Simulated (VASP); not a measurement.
Write the native input for VASP 6.6.1 that does the following.

```yaml
Task: single point
Functional: PBE
Potentials_or_basis: VASP PAW PBE potentials, release 64 (Sn_d)
Cutoff: 520 eV
k_mesh: 12 × 12 × 12
Occupations: gaussian, width 0.15 eV
Spin: no spin polarisation
Dipole_correction: no
Further_INCAR_settings: ALGO = Normal; EDIFF = 1e-07; NBANDS = 21
```

The structure of Sn lies in POSCAR:

```
Sn
1.0
    0.0000000000      3.1157760000      3.5052480000
    3.1157760000      0.0000000000      3.5052480000
    3.1157760000      3.1157760000      0.0000000000
Sn
2
Direct
    0.5000000000      0.5000000000      0.5000000000
    0.7500000000      0.7500000000      0.7500000000
```

The cell isn't the ideal one: strain -0.040 along x and y, +0.080 along z, atoms carried along.

The input as run:

INCAR

```
ALGO = Normal
EDIFF = 1E-7
ENCUT = 520
GGA = PE
ISIF = 2
ISMEAR = 0
LASPH = T
LCHARG = F
LREAL = F
LWAVE = F
NBANDS = 21
NELM = 60
PREC = Accurate
SIGMA = 0.15
```

KPOINTS

```
k-points
0
Gamma
  12 12 12
```

Potentials or basis: VASP PAW PBE potentials, release 64 (Sn_d).

The run is started by

```console
$ cat potpaw_PBE.64/Sn_d/POTCAR > POTCAR
$ mpirun -np 1 vasp_std > vasp.out
```

It gave:

```json
{
 "Pressure": "3.3 GPa",
 "Band gap on the k mesh": "none (metal or under the smearing width)"
}
```

Run time: 2.8 min on 1 thread of Intel(R) Xeon(R) Platinum 8259CL CPU @ 2.50GHz (Skylake/Cascade Lake) (shared host), peak memory 0.32 GiB.
